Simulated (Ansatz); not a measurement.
Abridged Ansatz (an electronic-structure program) output:

```
Relaxation: its limit of steps is 50 (relax.max_steps)
Pseudopotential: In, paw, valence charge 13
Pseudopotential: N, paw, valence charge 5
Crystal: 4 atoms, lattice volume = 64.915 Å³
Basis set: ecut = 420 eV, 1273 PW (Γ), exchange–correlation on 48×48×80 points (8 copies of the dense FFT grid, shifted against one another)
Bands: 22, of which v1, the nominal top of the filled ones, is band 18 counted from 1 (17 counted from 0)
Symmetry: 12 space group operations
k-points: 64 of 726 (time reversal used)
Functional: x = pbe(κ = 0.804, μ = 0.2195149727645171), c = pbe(β = 0.06672455060314922)
SCF iter   1: F=—  HF=-11963.238599 eV  |F-HF|=—  |Δ(HF+E_count)|=         —  Δρ=2.69e-3  dr2=6.10e-3  ethr=1.77e-3  ⟨swp⟩=6.0  Hψ=6334  notcnv=0
SCF iter   2: F=—  HF=-11963.237692 eV  |F-HF|=—  |Δ(HF+E_count)|=   9.07e-4  Δρ=9.43e-4  dr2=3.14e-4  ethr=1.69e-5  ⟨swp⟩=2.0  Hψ=2335  notcnv=0
SCF 1 converged in 8 iterations: F = -11963.237857 eV  dr2 = 8.82e-11
relax step   1: F+E_penalty+E_count = -11963.23785687 eV  Δ(F+E_penalty+E_count) = +0.000e0 eV  max|allowed force component| = 8.696e-2 eV/Å  Δτ_max = 0.0000 Å  (8 SCF iters, accepted)
Crystal: 4 atoms, lattice volume = 64.915 Å³
SCF iter   1: F=—  HF=-11963.238683 eV  |F-HF|=—  |Δ(HF+E_count)|=         —  Δρ=4.08e-4  dr2=6.32e-5  ethr=1.71e-7  ⟨swp⟩=2.0  Hψ=5266  notcnv=0
SCF iter   2: F=—  HF=-11963.238671 eV  |F-HF|=—  |Δ(HF+E_count)|=   1.21e-5  Δρ=1.80e-4  dr2=1.41e-5  ethr=1.71e-7  ⟨swp⟩=2.4  Hψ=2257  notcnv=0
SCF 2 converged in 7 iterations: F = -11963.238666 eV  dr2 = 3.26e-11
relax step   2: F+E_penalty+E_count = -11963.23866631 eV  Δ(F+E_penalty+E_count) = -8.094e-4 eV  max|allowed force component| = 3.970e-2 eV/Å  Δτ_max = 0.0032 Å  (7 SCF iters, accepted)
Crystal: 4 atoms, lattice volume = 64.915 Å³
SCF iter   1: F=—  HF=-11963.238882 eV  |F-HF|=—  |Δ(HF+E_count)|=         —  Δρ=3.33e-4  dr2=4.22e-5  ethr=1.17e-6  ⟨swp⟩=2.2  Hψ=3859  notcnv=0
SCF iter   2: F=—  HF=-11963.238874 eV  |F-HF|=—  |Δ(HF+E_count)|=   7.87e-6  Δρ=1.47e-4  dr2=9.43e-6  ethr=1.17e-7  ⟨swp⟩=2.4  Hψ=2769  notcnv=0
SCF 3 converged in 7 iterations: F = -11963.238874 eV  dr2 = 2.08e-11
relax step   3: F+E_penalty+E_count = -11963.23887378 eV  Δ(F+E_penalty+E_count) = -2.075e-4 eV  max|allowed force component| = 3.986e-5 eV/Å  Δτ_max = 0.0026 Å  (7 SCF iters, accepted)
SCF converged after 7 iterations
Free energy (F): -11963.238874 eV
Internal energy: -11963.238266 eV  (E = F + TS)
E sigma→0 (E₀):  -11963.238570 eV
Entropy (-TS):   -0.000608 eV (-0.152 meV/atom)
Fermi energy:    8.943090 eV
--- Forces (eV/Å), atoms counted from 1 ---
  atom   1  In     0.00000000    -0.00000000     0.00004052
  atom   2  In    -0.00000000     0.00000000     0.00004052
  atom   3  N      0.00000000    -0.00000000    -0.00003920
  atom   4  N     -0.00000000     0.00000000    -0.00003920
--- Stress (GPa, compression-positive) ---
       -0.731843      -0.000000      -0.000000
        0.000000      -0.731843       0.000000
       -0.000000       0.000000      -2.094900
  P = ⅓ Tr σ = -1.1862 GPa (-11.862 kbar)
--- Relaxed structure (3 steps of the walk, 3 accepted, 0 SCFs on fresh bases) ---
  atoms:
    - { symbol: In, position: [0.6666666666666667, 0.3333333333333333, 0.5009794153095467] }
    - { symbol: In, position: [0.3333333333333333, 0.6666666666666666, 0.0009794153095465672] }
    - { symbol: N, position: [0.6666666666666667, 0.3333333333333333, 0.12422058469045344] }
    - { symbol: N, position: [0.3333333333333333, 0.6666666666666666, 0.6242205846904535] }
```

What was computed, and what are the main results?

InN, 4 atoms in the cell, with Ansatz PBE, no SOC. The last SCF converged to F = -11963.238874 eV, or -2990.8097 eV per atom, at a pressure of -1.19 GPa. The total energy compares only with runs of the same code, potentials and settings.

A case with no gap was solved on a k-mesh chosen for an insulator, which is coarse for it. The cells carry an imposed strain or load. Stability against distortions was not tested. All final runs are without spin polarisation. The cell was made from InN in the wurtzite structure (space group P6_3mc, No. 186) by this change: uniaxial strain ε_zz = +1.02 %.

Keys are those of Ansatz 0.2.
